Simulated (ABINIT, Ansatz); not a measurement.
## CaSe (Fm-3m): from Born charge to LO-TO splitting

Aim: work out the LO frequency and the static dielectric constant of CaSe (Fm-3m) from one linear-response run, then check them.

Calculated with ABINIT 10.8.3; DFT LDA, scalar-relativistic, plane waves, PseudoDojo norm-conserving pseudopotentials.

The database entry behind the starting cell differs from later determinations by our own check (0.1 to 0.3 % short, probably kX units), so it need not match the best structure at ambient conditions.

### 1. The relaxed structure

Symmetry: Fm-3m, No. 225, cubic system. The conventional cell has a = 5.790 Å, b = 5.790 Å, c = 5.790 Å, α = 90.00°, β = 90.00°, γ = 90.00°. Ca has 6 Se at 2.89 Å nearest. Nearest to Se lie 6 Ca at 2.89 Å. Farther neighbours and most contacts between anions are not listed.

As a file:

```xyz
2
Lattice="0.0000 2.8948 2.8948 2.8948 0.0000 2.8948 2.8948 2.8948 0.0000" Properties=species:S:1:pos:R:3 pbc="T T T"
Ca    0.0000    0.0000    0.0000
Se    2.8948    2.8948    2.8948
```

This is the cell after its relaxation at this level of theory, not the database cell from which that began.

### 2. What the response run gave

A linear-response run on the relaxed cell, with the response to an electric field; only its zone-centre results are used. Cutoff 39 Ha, k mesh 6×6×6 with shifts.

Numbers of over 12 decimals in the logs are rounded to 6 here.

Log:

```text
[banners, grids, parts of the stress and lines that vanish by symmetry left out]
- input  file    -> dfpt_gamma.abi
- output file    -> dfpt_gamma.abo
- root for input  files -> dfpt_gammai
[...]
DATASET    1 : space group Fm -3 m (#225); Bravais cF (face-center cubic)
[...]
nfft =       91125          nkpt =         432
[...]
DATASET    2 : space group Fm -3 m (#225); Bravais cF (face-center cubic)
[...]
nfft =       91125          nkpt =         432
[...]
== DATASET  1 ==================================================================
[...]
cutoff_energies: {ecut:  39.0, pawecutdg:  -1.0, }
[...]
- 34.00000  16.00000  180309                  znucl, zion, pspdat
[...]
Perturbation : derivative vs k along direction   1
[...]
-ETOT  1  -48.665620440428     -4.867E+01 2.967E-01 0.000E+00
 ETOT  2  -48.942744972405     -2.771E-01 3.527E-02 0.000E+00
 ETOT  3  -48.955564798825     -1.282E-02 3.967E-03 0.000E+00
 ETOT  4  -48.956509799661     -9.450E-04 3.380E-04 0.000E+00
 ETOT  5  -48.956589340732     -7.954E-05 6.914E-05 0.000E+00
[...]
At SCF step   24   max residual=  9.99E-21 < tolwfr=  1.00E-20 =>converged.
[...]
Perturbation : derivative vs k along direction   2
[...]
-ETOT  1  -48.665620440036     -4.867E+01 2.967E-01 0.000E+00
[...]
At SCF step   24   max residual=  9.99E-21 < tolwfr=  1.00E-20 =>converged.
[...]
Perturbation : derivative vs k along direction   3
[...]
-ETOT  1  -48.665620439643     -4.867E+01 2.967E-01 0.000E+00
[...]
At SCF step   24   max residual=  9.99E-21 < tolwfr=  1.00E-20 =>converged.
[...]
1        1       1.1878735251   -0.0000000000
     1        2       0.5939367625   -0.0000000000
     1        3       0.5939367625    0.0000000000
     2        1       0.5939367625   -0.0000000000
     2        2       1.1878735251   -0.0000000000
     2        3       0.5939367625    0.0000000000
     3        1       0.5939367625    0.0000000000
     3        2       0.5939367625    0.0000000000
     3        3       1.1878735251    0.0000000000
[...]
== DATASET  2 ==================================================================
[...]
cutoff_energies: {ecut:  39.0, pawecutdg:  -1.0, }
[...]
Perturbation : displacement of atom   1   along direction   1
[...]
-ETOT  1   8.420501     -2.668E+03 1.330E+01 6.209E+02
[...]
At SCF step   15       vres2   =  3.95E-11 < tolvrs=  1.00E-10 =>converged.
[...]
Perturbation : displacement of atom   2   along direction   1
[...]
-ETOT  1   12.267264823946     -5.720E+04 7.660E+01 1.924E+03
[...]
At SCF step   12       vres2   =  4.36E-11 < tolvrs=  1.00E-10 =>converged.
[...]
Perturbation : homogeneous electric field along direction   1
[...]
-ETOT  1  -111.80526917297     -1.118E+02 1.593E+01 5.190E+04
[...]
ETOT 15  -129.13841684453     -3.126E-12 2.192E-11 7.156E-10
 ETOT 16  -129.13841684453     -2.046E-12 1.760E-12 5.694E-12
 At SCF step   16       vres2   =  5.69E-12 < tolvrs=  1.00E-10 =>converged.
[...]
Dielectric tensor, in cartesian coordinates,
[...]
1    4   1    4         6.0094611668        -0.0000000000
   1    4   2    4        -0.0000000000        -0.0000000000
   1    4   3    4        -0.0000000000        -0.0000000000
   2    4   1    4        -0.0000000000        -0.0000000000
   2    4   2    4         6.0094611668        -0.0000000000
   2    4   3    4        -0.0000000000        -0.0000000000
   3    4   1    4        -0.0000000000        -0.0000000000
   3    4   2    4        -0.0000000000        -0.0000000000
   3    4   3    4         6.0094611668        -0.0000000000
  Effective charges, in cartesian coordinates,
[...]
1    1   1    4         2.3504784862         0.0000000000
   2    1   1    4        -0.0000000000         0.0000000000
   3    1   1    4         0.0000000000         0.0000000000
   1    2   1    4        -2.3486338695         0.0000000000
   2    2   1    4         0.0000000000         0.0000000000
[...]
Effective charges, in cartesian coordinates,
[...]
2    4   1    2         0.0000000000         0.0000000000
   3    4   1    2         0.0000000000         0.0000000000
   1    4   2    2        -0.0000000000         0.0000000000
   2    4   2    2        -2.3486319184         0.0000000000
   3    4   2    2        -0.0000000000         0.0000000000
   1    4   3    2         0.0000000000         0.0000000000
   2    4   3    2         0.0000000000         0.0000000000
   3    4   3    2        -2.3486319184         0.0000000000
  Phonon wavevector (reduced coordinates) :  0.00000  0.00000  0.00000
 Phonon energies in Hartree :
[...]
Phonon frequencies in cm-1    :
-  9.972211E-01  9.972211E-01  9.972214E-01  1.916623E+02  1.916623E+02
-  1.916623E+02
  Phonon at Gamma, with non-analyticity in the
[...]
Phonon energies in Hartree :
[...]
Phonon frequencies in cm-1    :
-  9.972211E-01  9.972212E-01  9.982391E-01  1.916623E+02  1.916623E+02
-  2.679338E+02
  Phonon at Gamma, with non-analyticity in the
[...]
Phonon energies in Hartree :
[...]
Phonon frequencies in cm-1    :
-  9.972211E-01  9.972213E-01  9.982389E-01  1.916623E+02  1.916623E+02
-  2.679338E+02
  Phonon at Gamma, with non-analyticity in the
[...]
Phonon energies in Hartree :
[...]
Phonon frequencies in cm-1    :
-  9.972211E-01  9.972213E-01  9.982389E-01  1.916623E+02  1.916623E+02
-  2.679338E+02
[...]
fcart2     0.0000000000E+00  0.0000000000E+00  0.0000000000E+00
           strten2     0.0000000000E+00  0.0000000000E+00  0.0000000000E+00
================================================================================
```

| quantity | value |
| --- | --- |
| cell volume Ω (Å³) | 48.518 |
| mass of Ca (u) | 40.078 |
| mass of Se (u) | 78.971 |
| Born charge of Ca, raw (e) | 2.350 |
| Born charge of Se, raw (e) | -2.349 |
| ε∞ | 6.010 |
| ω(TO) after the sum rule (cm⁻¹) | 191.7 |

### 3. The calculation

The charges must sum to zero over the cell; taking off their mean, 0.001 e, leaves Z* = 2.350 e on Ca. In the polar mode Ca moves against Se, so the reduced mass is μ = 40.08 × 78.97 / 119.05 = 26.586 u.

A longitudinal wave builds up a field that adds to the restoring force: ω(LO)² = ω(TO)² + 4π Z*² / (μ Ω ε∞), in Hartree atomic units. With μ = 48463 electron masses and Ω = 327.42 bohr³ the second term is 7.2750e-07 Ha², or 35043 cm⁻² (1 Ha = 219474.6 cm⁻¹).

So ω(LO) = √(36734 + 35043) = 267.9 cm⁻¹, and by the Lyddane-Sachs-Teller relation ε₀ = ε∞ (ω(LO)/ω(TO))² = 11.74.

### 4. Check against the program

The analysis program adds the same non-analytic term to the full matrix.

Log:

```text
[banners, grids, parts of the stress and lines that vanish by symmetry left out]
-outvars_anaddb: echo values of input variables ----------------------

 Flags :
[...]
Dielectric Tensor and Effective Charges
[...]
Effective charge tensors after
[...]
Phonon wavevector (reduced coordinates) :  0.00000  0.00000  0.00000
 Phonon energies in Hartree :
[...]
Phonon energies in meV     :
-  0.000000E+00  0.000000E+00  0.000000E+00  2.376250E+01  2.376250E+01
-  2.376250E+01
 Phonon frequencies in cm-1    :
-  0.000000E+00  0.000000E+00  0.000000E+00  1.916575E+02  1.916575E+02
-  1.916575E+02
 Phonon frequencies in Thz     :
-  0.000000E+00  0.000000E+00  0.000000E+00  5.745748E+00  5.745748E+00
-  5.745748E+00
 Phonon energies in Kelvin  :
-  0.000000E+00  0.000000E+00  0.000000E+00  2.757524E+02  2.757524E+02
-  2.757524E+02
[...]
-  1  0.00000000E+00  0.00000000E+00 -2.14672383E-03
-     0.00000000E+00  0.00000000E+00  0.00000000E+00
-  2  0.00000000E+00  0.00000000E+00 -2.14673099E-03
-     0.00000000E+00  0.00000000E+00  0.00000000E+00
[...]
-  1  0.00000000E+00  2.14672383E-03  0.00000000E+00
-     0.00000000E+00  0.00000000E+00  0.00000000E+00
-  2  0.00000000E+00  2.14673099E-03  0.00000000E+00
-     0.00000000E+00  0.00000000E+00  0.00000000E+00
[...]
-  1  2.14672383E-03  0.00000000E+00  0.00000000E+00
-     0.00000000E+00  0.00000000E+00  0.00000000E+00
-  2  2.14673099E-03  0.00000000E+00  0.00000000E+00
-     0.00000000E+00  0.00000000E+00  0.00000000E+00
[...]
-  1  0.00000000E+00  3.87402233E-07  3.01320148E-03
-     0.00000000E+00  0.00000000E+00  0.00000000E+00
-  2  0.00000000E+00 -1.96634434E-07 -1.52941598E-03
-     0.00000000E+00  0.00000000E+00  0.00000000E+00
[...]
-  1  0.00000000E+00  3.01320148E-03 -3.87403554E-07
-     0.00000000E+00  0.00000000E+00  0.00000000E+00
-  2  0.00000000E+00 -1.52941598E-03  1.96635104E-07
-     0.00000000E+00  0.00000000E+00  0.00000000E+00
[...]
-  1  3.01320150E-03  0.00000000E+00  0.00000000E+00
-     0.00000000E+00  0.00000000E+00  0.00000000E+00
-  2 -1.52941599E-03  0.00000000E+00  0.00000000E+00
-     0.00000000E+00  0.00000000E+00  0.00000000E+00
[...]
-     1          0.000000    -0.000000     0.000006     0.000006
-     2         -0.000000    -0.000006    -0.000000     0.000006
-     3         -0.000006     0.000000     0.000000     0.000006
-     4          0.000044     0.000406     3.158548     3.158548
-     5          0.000100     3.158548    -0.000406     3.158548
-     6          3.158548    -0.000100    -0.000044     3.158548
[...]
-   1     Real    0.0000E+00  0.0000E+00  0.0000E+00  0.0000E+00  0.0000E+00  0.0000E+00  0.0000E+00
[...]
-  3.321705E+01
 Phonon frequencies in cm-1    :
-  0.000000E+00  0.000000E+00  0.000000E+00  1.916575E+02  1.916575E+02
-  2.679136E+02
 Phonon frequencies in Thz     :
-  0.000000E+00  0.000000E+00  0.000000E+00  5.745748E+00  5.745748E+00
-  8.031847E+00
 Phonon energies in Kelvin  :
-  0.000000E+00  0.000000E+00  0.000000E+00  2.757524E+02  2.757524E+02
-  3.854679E+02
[...]
-  1  0.00000000E+00  0.00000000E+00 -2.14672383E-03
-     0.00000000E+00  0.00000000E+00  0.00000000E+00
-  2  0.00000000E+00  0.00000000E+00 -2.14673099E-03
-     0.00000000E+00  0.00000000E+00  0.00000000E+00
[...]
Phonon at Gamma, with non-analyticity in the
[...]
Phonon energies in Hartree :
[...]
Phonon energies in meV     :
-  0.000000E+00  0.000000E+00  0.000000E+00  2.376250E+01  2.376250E+01
-  3.321705E+01
 Phonon frequencies in cm-1    :
-  0.000000E+00  0.000000E+00  0.000000E+00  1.916575E+02  1.916575E+02
-  2.679136E+02
 Phonon frequencies in Thz     :
-  0.000000E+00  0.000000E+00  0.000000E+00  5.745748E+00  5.745748E+00
-  8.031847E+00
 Phonon energies in Kelvin  :
-  0.000000E+00  0.000000E+00  0.000000E+00  2.757524E+02  2.757524E+02
-  3.854679E+02
[...]
Phonon at Gamma, with non-analyticity in the
[...]
Phonon energies in Hartree :
[...]
Phonon energies in meV     :
-  0.000000E+00  0.000000E+00  0.000000E+00  2.376250E+01  2.376250E+01
-  3.321705E+01
 Phonon frequencies in cm-1    :
-  0.000000E+00  0.000000E+00  0.000000E+00  1.916575E+02  1.916575E+02
-  2.679136E+02
 Phonon frequencies in Thz     :
-  0.000000E+00  0.000000E+00  0.000000E+00  5.745748E+00  5.745748E+00
-  8.031847E+00
 Phonon energies in Kelvin  :
-  0.000000E+00  0.000000E+00  0.000000E+00  2.757524E+02  2.757524E+02
-  3.854679E+02
[...]
-  1  1.38225655E-04 -2.11686331E-03 -3.28953528E-04
-     0.00000000E+00  0.00000000E+00  0.00000000E+00
-  2  1.38227369E-04 -2.11686912E-03 -3.28953372E-04
-     0.00000000E+00  0.00000000E+00  0.00000000E+00
[...]
-  1  2.14096695E-03  1.25009934E-04  9.51853019E-05
-     0.00000000E+00  0.00000000E+00  0.00000000E+00
-  2  2.14097281E-03  1.25009069E-04  9.51843373E-05
-     0.00000000E+00  0.00000000E+00  0.00000000E+00
[...]
-  1  3.68770668E-04  1.92219906E-03 -2.29096973E-03
-     0.00000000E+00  0.00000000E+00  0.00000000E+00
-  2 -1.87177578E-04 -9.75653961E-04  1.16283154E-03
-     0.00000000E+00  0.00000000E+00  0.00000000E+00
[...]
-  1  2.43247413E-03 -1.53560183E-03 -8.96872298E-04
-     0.00000000E+00  0.00000000E+00  0.00000000E+00
-  2 -1.23465518E-03  7.79428127E-04  4.55227052E-04
-     0.00000000E+00  0.00000000E+00  0.00000000E+00
[...]
Direction                     Dielectric constant
[...]
0.00000   0.00000   1.00000     11.74284383
   1.00000   1.00000   1.00000     11.74284383
-
```

| quantity | by hand | program |
| --- | --- | --- |
| ω(LO) (cm⁻¹) | 267.9 | 267.9 |
| ε₀ | 11.74 | 11.74 |

### 5. Summary of results

```
TO mode                    : 191.7 cm⁻¹
LO mode                    : 267.9 cm⁻¹
static dielectric constant : 11.74
```

What this shows: The LO mode of CaSe (Fm-3m) lies at 268 cm⁻¹, 76 cm⁻¹ above the TO mode; the formula meets the program within 0.1 cm⁻¹, as it must for a cubic crystal with one polar mode. ω(LO)² − ω(TO)² goes with Z*²/ε∞: an error of 5 % in ε∞ would move the LO mode by 3.1 cm⁻¹, and semilocal functionals tend to overestimate ε∞. These are harmonic values at zero temperature, at the volume of this functional, for the structure held cubic; stability elsewhere in the zone is no part of this calculation.

[Host names and launcher messages were left out of these logs when they were recorded.]

[Logs are printed without paths, hosts, clocks, repeated set-up lines and the standing remarks that a program may print on its own settings, such as how far it seeks lower states.]

[Hosts, paths, dates, database ids (printed as entryN), source tags and the programs' standing remarks are cut or masked in the printed files.]
